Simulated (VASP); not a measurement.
# CaSe (I-4m2) in VASP: notebook

One crystal, CaSe, is run at these levels: PBEsol; tasks: single point.

All numbers are computed with VASP 6.6.1; they aren't measurements. Logs are shortened: lines on timing, memory, paths and dates and some standing lists are left out, and cuts for length are marked.

## 1. Starting point

It takes space group I-4m2 (No. 119, tetragonal). The conventional cell has a = 4.392 Å, b = 4.392 Å, c = 7.453 Å, α = 90.00°, β = 90.00°, γ = 90.00°. Ca (site symmetry -4m2) has 4 Se at 2.88 Å as nearest neighbours. Se (site symmetry -4m2) has 4 Ca at 2.88 Å as nearest neighbours.

The cell comes from a database or a generator and needn't be the stable form of this composition.

## 2. Single point, PBEsol

Contents of INCAR:

```
  PREC = Accurate
  ENCUT = 520
  EDIFF = 1E-6
  ISMEAR = 0
  SIGMA = 0.05
  LREAL = False
  LASPH = True
  NELM = 100
  ALGO = Fast
  ISIF = 2
  LWAVE = False
  LCHARG = True
  GGA = PS
  LELF = True
  LVHAR = True
  NBANDS = 15
```

Contents of KPOINTS:

```
Automatic mesh
0
Gamma
  8 8 8
```

Contents of POSCAR:

```
CaSe
1.0
    0.0000000000      3.1054188953      3.7265026744
    3.1054188953      0.0000000000      3.7265026744
    3.1054188953      3.1054188953      0.0000000000
Ca Se
1 1
Direct
    0.0000000000      0.0000000000      0.0000000000
    0.7500000000      0.7500000000      0.7500000000
```

Potentials or basis: VASP PAW PBE potentials, release 64 (Ca_sv, Se).

Started as:

```sh
cat potpaw_PBE.64/Ca_sv/POTCAR potpaw_PBE.64/Se/POTCAR > POTCAR
mpirun -np 1 vasp_std > vasp.out
```

OUTCAR:

```text
PREC = Accurate
   ENCUT = 520
   EDIFF = 1E-6
   ISMEAR = 0
   LREAL = False
   LASPH = True
   NELM = 100
   ISIF = 2
   GGA = PS

 ion  position               nearest neighbor table
   1  0.000  0.000  0.000-   2 2.88   2 2.88   2 2.88   2 2.88
   2  0.750  0.750  0.750-   1 2.88   1 2.88   1 2.88   1 2.88

  LATTYP: Found a body centered tetragonal cell.
 ALAT       =     4.3917255186
 C/A-ratio  =     1.6970562749

  Lattice vectors:

 A1 = (  -3.1054188953,   0.0000000000,   3.7265026744)
 A2 = (   3.1054188953,   0.0000000000,   3.7265026744)
 A3 = (   0.0000000000,   3.1054188953,  -3.7265026744)

Analysis of symmetry for initial positions (statically):
=====================================================================
 Subroutine PRICEL returns:
 Original cell was already a primitive cell.

 Routine SETGRP: Setting up the symmetry group for a
 body centered tetragonal supercell.

 Subroutine GETGRP returns: Found  8 space group operations
 (whereof  8 operations were pure point group operations)
 out of a pool of 16 trial point group operations.

The static configuration has the point symmetry D_2d.

Analysis of symmetry for dynamics (positions and initial velocities):
=====================================================================
 Subroutine PRICEL returns:
 Original cell was already a primitive cell.

 Routine SETGRP: Setting up the symmetry group for a
 body centered tetragonal supercell.

 Subroutine GETGRP returns: Found  8 space group operations
 (whereof  8 operations were pure point group operations)
 out of a pool of 16 trial point group operations.

The dynamic configuration has the point symmetry D_2d.

 Subroutine INISYM returns: Found  8 space group operations
 (whereof  8 operations are pure point group operations),
 and found     1 'primitive' translations

----------------------------------------------------------------------------------------

                                     Primitive cell

  volume of cell :      71.8740

  direct lattice vectors                    reciprocal lattice vectors
     0.000000000  3.105418895  3.726502674    -0.161008874  0.161008874  0.134174062
     3.105418895  0.000000000  3.726502674     0.161008874 -0.161008874  0.134174062
     3.105418895  3.105418895  0.000000000     0.161008874  0.161008874 -0.134174062

  length of vectors
     4.850819384  4.850819384  4.391725519     0.264292251  0.264292251  0.264292251

  position of ions in fractional coordinates (direct lattice)
     0.000000000  0.000000000  0.000000000
     0.750000000  0.750000000  0.750000000

  ion indices of the primitive-cell ions
   primitive index   ion index
                 1           1
                 2           2

----------------------------------------------------------------------------------------

 KPOINTS: Automatic mesh

Automatic generation of k-mesh.
 Grid dimensions read from file:
 generate k-points for:    8    8    8

 Generating k-lattice:

  Cartesian coordinates                     Fractional coordinates (reciprocal lattice)
    -0.020126109  0.020126109  0.016771758     0.125000000  0.000000000  0.000000000
     0.020126109 -0.020126109  0.016771758     0.000000000  0.125000000  0.000000000
     0.020126109  0.020126109 -0.016771758    -0.000000000 -0.000000000  0.125000000

  Length of vectors
     0.033036531  0.033036531  0.033036531

  Shift w.r.t. Gamma in fractional coordinates (k-lattice)
     0.000000000  0.000000000  0.000000000

 Subroutine IBZKPT returns following result:
 ===========================================

 Found     59 irreducible k-points:

 Following reciprocal coordinates:
            Coordinates               Weight
  0.000000  0.000000  0.000000      1.000000
  0.125000  0.000000  0.000000      8.000000
  0.250000  0.000000  0.000000      8.000000
  0.375000  0.000000  0.000000      8.000000
  0.500000  0.000000  0.000000      4.000000
  0.125000  0.125000  0.000000      2.000000
[... 16 lines left out ...]
  0.250000  0.000000  0.125000     16.000000
  0.375000  0.000000  0.125000     16.000000
 [... further k-points ...]
   k-points           NKPTS =     59   k-points in BZ     NKDIM =     59   number of bands    NBANDS=     15
   number of dos      NEDOS =    301   number of ions     NIONS =      2
   total plane-waves  NPLWV =  46656
   dimension x,y,z NGX =    36 NGY =   36 NGZ =   36
   dimension x,y,z NGXF=    72 NGYF=   72 NGZF=   72
   ions per type =               1   1
   NGX,Y,Z   is equivalent  to a cutoff of  12.34, 12.34, 13.63 a.u.
   NGXF,Y,Z  is equivalent  to a cutoff of  24.68, 24.68, 27.26 a.u.
 SYSTEM =  unknown system
   PREC   = accura    normal or accurate (medium, high low for compatibility)
   ISTART =      0    job   : 0-new  1-cont  2-samecut
   ICHARG =      2    charge: 1-file 2-atom 10-const
   ISPIN  =      1    spin polarized calculation?
   LNONCOLLINEAR =      F non collinear calculations
   LSORBIT =      F    spin-orbit coupling
   LASPH  =      T    aspherical Exc in radial PAW
   ENCUT  =  520.0 eV  38.22 Ry    6.18 a.u.   9.02  9.02  8.17*2*pi/ulx,y,z
   NELM   =    100;   NELMIN=  2; NELMDL= -5     # of ELM steps
   EDIFF  = 0.1E-05   stopping-criterion for ELM
   LREAL  =      F    real-space projection
   EDIFFG = 0.1E-04   stopping-criterion for IOM
   NSW    =      0    number of steps for IOM
   IBRION =     -1    ionic relax: 0-MD 1-quasi-New 2-CG
   NFREE  =      0    steps in history (QN), initial steepest desc. (CG)
   ISIF   =      2    stress and relaxation
   ISYM   =      2    0-nonsym 1-usesym 2-fastsym
   POTIM  = 0.5000    time-step for ionic-motion
   TEBEG  =    0.0;   TEEND  =   0.0 temperature during run
   PSTRESS=    0.0 pullay stress
   NELECT =      16.0000    total number of electrons
   NUPDOWN=      -1.0000    fix difference up-down
   EMIN   =  10.00;   EMAX   =-10.00  energy-range for DOS
   EFERMI =   0.00;   METHOD = LEGACY
   ISMEAR =     0;   SIGMA  =   0.05  broadening in eV -4-tet -1-fermi 0-gaus
   EFERMI_NEDOS =   21; number of points for ismear=-14 and -15
   IALGO  =     68    algorithm
   IMIX   =      4    mixing-type and parameters
     AMIX     =   0.40;   BMIX     =  1.00
     AMIX_MAG =   1.60;   BMIX_MAG =  1.00
  volume/ion in A,a.u.               =      35.94       242.51
  Fermi-wavevector in a.u.,A,eV,Ry     =   0.992181  1.874950 13.393889  0.984423
  Thomas-Fermi vector in A             =   2.123975
   LORBIT       =      0    0 simple, 1 ext, 2 COOP (PROOUT), +10 PAW based schemes
   GGA     = PS    functional components
   LHFCALC =     F    Hartree Fock is set to
   AEXX    =    0.0000 exact exchange contribution
   IVDW    =     0    specifies the selected vdW correction
   LEPSILON=     F    determine dielectric tensor
   LRPA    =     F    only Hartree local field effects (RPA)
 non-spin polarized calculation
 RMM-DIIS sequential band-by-band and
 Gauss-broadening in eV      SIGMA  =   0.05
  energy-cutoff  :      520.00
  volume of cell :       71.87
 maximum number of plane-waves:      1966
   NGX = 17   NGY = 17   NGZ = 17

 number of electron      16.0000002 magnetization

 Free energy of the ion-electron system (eV)
  ---------------------------------------------------
  ext. energy  EPLUGINS =         0.00000000
  ---------------------------------------------------
  free energy    TOTEN  =        -9.35787065 eV

  energy without entropy =       -9.35787065  energy(sigma->0) =       -9.35787065

 E-fermi :   0.2127     XC(G=0):  -7.7534

 val. band max:       -0.0883938284   @ k =  -0.3750   0.2500   0.0000
 cond. band min:       2.4269684579   @ k =   0.0000   0.0000   0.0000
 fundamental gap:      2.5153622863
 Fermi energy:         0.2127325270

 k-point     1 :       0.0000    0.0000    0.0000
  band No.  band energies     occupation
      1     -39.4987      2.00000
      2     -20.6013      2.00000
      3     -20.6013      2.00000
      4     -20.5465      2.00000
      5     -10.7547      2.00000
      6      -0.6870      2.00000
      7      -0.3438      2.00000
      8      -0.3438      2.00000
      9       2.4270      0.00000
     10       4.4084      0.00000
     11       5.2297      0.00000
     12       5.9536      0.00000
     13       6.9031      0.00000
     14       6.9031      0.00000
     15       8.1791      0.00000

 k-point     2 :       0.1250    0.0000    0.0000
  band No.  band energies     occupation
      1     -39.4984      2.00000
      2     -20.6068      2.00000
      3     -20.6016      2.00000
      4     -20.5483      2.00000
      5     -10.7175      2.00000
      6      -0.8201      2.00000
      7      -0.5201      2.00000
      8      -0.3097      2.00000
      9       2.8818      0.00000
     10       4.4277      0.00000
     11       5.0995      0.00000
     12       5.9366      0.00000
     13       6.7284      0.00000
     14       6.8464      0.00000
     15       8.0829      0.00000

 k-point     3 :       0.2500    0.0000    0.0000
  band No.  band energies     occupation
      1     -39.4978      2.00000
      2     -20.6204      2.00000
      3     -20.6021      2.00000
      4     -20.5523      2.00000
      5     -10.6270      2.00000
      6      -1.2399      2.00000
      7      -0.6379      2.00000
      8      -0.2279      2.00000
      9       3.6636      0.00000
     10       4.6439      0.00000
     11       4.9128      0.00000
     12       5.5615      0.00000
     13       6.5518      0.00000
     14       6.5581      0.00000
     15       7.4549      0.00000
[... 343 lines left out ...]
 k-point    23 :       0.2500    0.0000    0.1250
  band No.  band energies     occupation
      1     -39.4977      2.00000
      2     -20.6198      2.00000
      3     -20.6061      2.00000
      4     -20.5496      2.00000
      5     -10.6260      2.00000
      6      -1.1366      2.00000
      7      -0.6901      2.00000
      8      -0.3505      2.00000
      9       3.6868      0.00000
     10       4.6309      0.00000
     11       4.9546      0.00000
     12       5.7050      0.00000
     13       6.5203      0.00000
     14       6.7366      0.00000
     15       7.5291      0.00000

 k-point    24 :       0.3750    0.0000    0.1250
  band No.  band energies     occupation
      1     -39.4970      2.00000
      2     -20.6331      2.00000
      3     -20.6067      2.00000
      4     -20.5534      2.00000
      5     -10.5351      2.00000
      6      -1.4721      2.00000
      7      -0.7254      2.00000
      8      -0.3000      2.00000
      9       4.0898      0.00000
     10       4.5842      0.00000
     11       5.0588      0.00000
     12       5.4910      0.00000
     13       6.1407      0.00000
     14       6.4325      0.00000
     15       7.5956      0.00000

 [... further k-points ...]
[... 5 lines left out ...]
  --------------------------------------------------------------------------------------
  -------------------------------------------------------------------------------------
  Total       -0.4626752     -0.4626752     -1.6892836      0.0000000      0.0000000     -0.0000000
  in kB      -10.3137120    -10.3137120    -37.6566194      0.0000000      0.0000000     -0.0000000
  external PRESSURE =     -19.4280145 kB  Pullay stress =       0.0000000 kB

 VOLUME and BASIS-vectors are now :
 -----------------------------------------------------------------------------
  energy-cutoff  :      520.00
  volume of cell :       71.87
      direct lattice vectors                 reciprocal lattice vectors
     0.000000000  3.105418895  3.726502674    -0.161008874  0.161008874  0.134174062
     3.105418895  0.000000000  3.726502674     0.161008874 -0.161008874  0.134174062
     3.105418895  3.105418895  0.000000000     0.161008874  0.161008874 -0.134174062

 POSITION                                       TOTAL-FORCE (eV/Angst)
 -----------------------------------------------------------------------------------
      0.00000      0.00000      0.00000        -0.000000     -0.000000      0.000000
      4.65813      4.65813      5.58975         0.000000      0.000000     -0.000000
 -----------------------------------------------------------------------------------
    total drift:                               -0.000000     -0.000000     -0.000000

  FREE ENERGIE OF THE ION-ELECTRON SYSTEM (eV)
  ---------------------------------------------------
  free  energy   TOTEN  =        -9.3578706453 eV

  energy  without entropy=       -9.3578706453  energy(sigma->0) =       -9.35787065
```

Run time: 74 s. Hardware: 1 thread of Intel Xeon Platinum 8259CL at 2.50GHz (Skylake/Cascade Lake), shared host; peak memory 0.24 GiB.

What came out:

```
Free energy            : -9.3579 eV
Pressure               : -1.9 GPa
Band gap on the k mesh : 2.52 eV, indirect (least direct gap 2.77 eV)
```

Stress tensor (GPa, compression positive):
```
-1.03  0.00  0.00
 0.00 -1.03  0.00
 0.00  0.00 -3.77
```

Caveat: the PAW data sets were made with another functional, which shifts forces and pressure a little.

(Continued in part 2 of 2.)
